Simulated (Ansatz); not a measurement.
# Ta: how the settings move a single-point run

Question: which choices in the input matter for Ta?

Program: Ansatz 0.2.0. Level of theory: reference: DFT, PBE, PAW with Ansatz's default frozen-core files, scalar-relativistic. These are calculated values, not measurements.

**1. The starting structure**

It takes space group I4/mmm (No. 139, tetragonal). Conventional cell: a = 3.014 Å, b = 3.014 Å, c = 4.136 Å, α = 90.00°, β = 90.00°, γ = 90.00°. Ta (site symmetry 4/mmm) has 12 Ta at 2.97 to 3.01 Å in its first shell of neighbours.

As a file:

```cif
data_structure
_symmetry_space_group_name_H-M 'I4/mmm'
_symmetry_Int_Tables_number 139
_cell_length_a 3.0143
_cell_length_b 3.0143
_cell_length_c 4.1356
_cell_angle_alpha 90.000
_cell_angle_beta 90.000
_cell_angle_gamma 90.000
_cell_volume 37.58
loop_
_atom_site_label
_atom_site_type_symbol
_atom_site_symmetry_multiplicity
_atom_site_Wyckoff_symbol
_atom_site_fract_x
_atom_site_fract_y
_atom_site_fract_z
_atom_site_occupancy
Ta1 Ta 2 a 0.00000 0.00000 0.00000 1
```

**2. Baseline**

input.yaml reads:

```yaml
crystal:
  lattice:
    - [0.0, 2.1314218691, 2.0678]
    - [2.1314218691, 0.0, 2.0678]
    - [2.1314218691, 2.1314218691, 0.0]
  atoms:
    - { symbol: Ta, position: [0.0, 0.0, 0.0] }
kpoints:
  mp_grid: { grid: [15, 15, 15] }
scf:
  occupations: { method: fermi_dirac, width: 0.08 }
hamiltonian:
  xc: pbe
  pseudopotentials: { kind: paw }
output:
  forces: true
  stress: true
  eigenvalues: true
  efg: { contact_densities: true }
```

Command:

```sh
> ansatz run input.yaml --threads 1 --pin off --max-ram 2048MiB --backend cpu --events-out ev --progress --plain --runs-dir out
```

**3. Changing settings: occupations.method methfessel_paxton, occupations.width 0.3, ecutwfc 500 eV**

Edit input.yaml of step 2 so:

```diff
@@ -10,3 +10,3 @@
 scf:
-  occupations: { method: fermi_dirac, width: 0.08 }
+  occupations: { method: methfessel_paxton, width: 0.3 }
 hamiltonian:
@@ -19 +19,3 @@
   efg: { contact_densities: true }
+basis:
+  ecutwfc: "500 eV"
```

**Question.** What will these runs give? Wanted: for each run, ending; energy change; pressure; gap; force.

The runs gave:

| run | ending | energy change | pressure (GPa) | gap (eV) | force (eV/Å) | cycles | time |
| --- | --- | --- | --- | --- | --- | --- | --- |
| reference | converged | 0 | 0.4 | 0.00 | 0.00 | 6 | 5 s |
| 1: occupations.method methfessel_paxton, occupations.width 0.3, ecutwfc 500 eV | converged | -0.7 meV/atom (σ→0) | 0.3 | 0.00 | 0.00 | 5 | 5.3 s |

Residual by cycle in the longest SCF loop of each run; runs are numbered as in the table. The quantity is the density residual dr2, in eV.

| cycle | reference | run 1 |
| --- | --- | --- |
| 1 | 5.9e-4 | 6.6e-4 |
| 2 | 1.6e-4 | 1.7e-4 |
| 3 | 4.3e-6 | 3.7e-6 |
| 4 | 3.8e-7 | 3.0e-7 |
| 5 | 1.9e-8 | 1.0e-8 |
| 6 | 8.0e-10 | - |

What this shows: Changing the smearing and cutoff moves the energy by -0.7 meV/atom (σ→0 values). More than one kind of setting changed, and this run alone doesn't tell their shares apart.
